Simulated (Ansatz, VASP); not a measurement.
**One calculation of B, two programs**

```
CELL_PARAMETERS angstrom
2.79700 1.61485 4.02520
-2.79700 1.61485 4.02520
0.00000 -3.22970 4.02520
ATOMIC_POSITIONS crystal
B 0.50000 0.50000 0.50000
B 0.80697 0.30219 0.80697
B 0.80697 0.80697 0.30219
B 0.30219 0.80697 0.80697
B 0.19303 0.69781 0.19303
B 0.69781 0.19303 0.19303
B 0.19303 0.19303 0.69781
B 0.00446 0.33272 0.00446
B 0.00446 0.00446 0.33272
B 0.33272 0.00446 0.00446
B 0.99554 0.66728 0.99554
B 0.66728 0.99554 0.99554
B 0.99554 0.99554 0.66728
B 0.63332 0.63332 0.63332
B 0.36668 0.36668 0.36668
```

Alike in both runs: functional PBE; k mesh 7 × 7 × 7; occupations fermi-dirac, width 0.05 eV; no spin polarisation.

Ansatz relaxed the structure, and its values are those at the end. VASP's run is a single point on that final structure, the one shown.

|  | VASP | Ansatz |
| --- | --- | --- |
| version | VASP 6.6.1 | Ansatz 0.2.0 |
| potentials or method | VASP PAW PBE potentials, release 64 (B) | plane-wave PAW, scalar-relativistic |
| plane-wave cutoff (eV) | 520 | 420 |
| valence electrons in the cell | 45 | 45 |

```csv
,VASP,Ansatz,Ansatz less VASP
pressure (GPa),17.0,17.0,-0.05
rms of the force components (eV/Å),0.005,0.004,-0.0018
```

With one functional, cell and mesh, what is left measures potentials, basis and numerics. Ansatz warned: «stress_scf_threshold_loose».

Caveats: so large a pressure means that the cell lies far from this level's equilibrium, or that cutoff or potentials fall short (VASP).
